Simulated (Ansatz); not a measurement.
# How long does this Ansatz run take?

```yaml
crystal:
  lattice:
    - [7.41, 0.0, 0.0]
    - [-3.705, 6.4172482419, 0.0]
    - [0.0, 0.0, 6.79]
  atoms:
    - { symbol: "N", position: [0.0, 0.0, 0.0] }
    - { symbol: C, position: [0.0, 0.3333333333, 0.0] }
    - { symbol: C, position: [0.0, 0.6666666667, 0.0] }
    - { symbol: C, position: [0.3333333333, 0.0, 0.0] }
    - { symbol: C, position: [0.3333333333, 0.3333333333, 0.0] }
    - { symbol: C, position: [0.3333333333, 0.6666666667, 0.0] }
    - { symbol: C, position: [0.6666666667, 0.0, 0.0] }
    - { symbol: C, position: [0.6666666667, 0.3333333333, 0.0] }
    - { symbol: C, position: [0.6666666667, 0.6666666667, 0.0] }
    - { symbol: C, position: [0.0, 0.0, 0.5] }
    - { symbol: C, position: [0.0, 0.3333333333, 0.5] }
    - { symbol: C, position: [0.0, 0.6666666667, 0.5] }
    - { symbol: C, position: [0.3333333333, 0.0, 0.5] }
    - { symbol: C, position: [0.3333333333, 0.3333333333, 0.5] }
    - { symbol: C, position: [0.3333333333, 0.6666666667, 0.5] }
    - { symbol: C, position: [0.6666666667, 0.0, 0.5] }
    - { symbol: C, position: [0.6666666667, 0.3333333333, 0.5] }
    - { symbol: C, position: [0.6666666667, 0.6666666667, 0.5] }
    - { symbol: C, position: [0.1111111111, 0.2222222222, 0.005] }
    - { symbol: C, position: [0.1111111111, 0.5555555556, 0.005] }
    - { symbol: C, position: [0.1111111111, 0.8888888889, 0.005] }
    - { symbol: C, position: [0.4444444444, 0.2222222222, 0.005] }
    - { symbol: C, position: [0.4444444444, 0.5555555556, 0.005] }
    - { symbol: C, position: [0.4444444444, 0.8888888889, 0.005] }
    - { symbol: C, position: [0.7777777778, 0.2222222222, 0.005] }
    - { symbol: C, position: [0.7777777778, 0.5555555556, 0.005] }
    - { symbol: C, position: [0.7777777778, 0.8888888889, 0.005] }
    - { symbol: C, position: [0.2222222222, 0.1111111111, 0.505] }
    - { symbol: C, position: [0.2222222222, 0.4444444444, 0.505] }
    - { symbol: C, position: [0.2222222222, 0.7777777778, 0.505] }
    - { symbol: C, position: [0.5555555556, 0.1111111111, 0.505] }
    - { symbol: C, position: [0.5555555556, 0.4444444444, 0.505] }
    - { symbol: C, position: [0.5555555556, 0.7777777778, 0.505] }
    - { symbol: C, position: [0.8888888889, 0.1111111111, 0.505] }
    - { symbol: C, position: [0.8888888889, 0.4444444444, 0.505] }
    - { symbol: C, position: [0.8888888889, 0.7777777778, 0.505] }
total_charge: 1
kpoints:
  mp_grid: { grid: [3, 3, 3] }
scf:
  occupations: { method: fermi_dirac, width: 0.01 }
hamiltonian:
  xc: pbe
  pseudopotentials: { kind: paw }
output:
  forces: true
  stress: true
  populations: true
  efg:
    quadrupole_moments_barn: { "N": 0.02044 }
    contact_densities: true
  write_density: true
  write_potential: true
  elf: true
  volumetric_format: npy
```

```sh
ansatz run input.yaml --threads 1 --pin off --max-ram 2560MiB --backend cpu --events-out ev --progress --plain --runs-dir out
```

It runs on 1 thread of Intel Xeon 6975P-C (Granite Rapids) (x86_64; 16 cores open to the job, memory cap 2.5 GiB, no GPU), a shared host with a load of 0.2 a core.

Problem. How much time and memory should be set aside?

Solution. About 20 s of wall time (20 s of CPU time) and 0.63 GiB. The run holds 144 valence electrons in 108 bands, about 6299 plane waves a k-point and 7 irreducible k-points, and took 7 SCF iterations. Times on a shared host vary by tens of per cent.
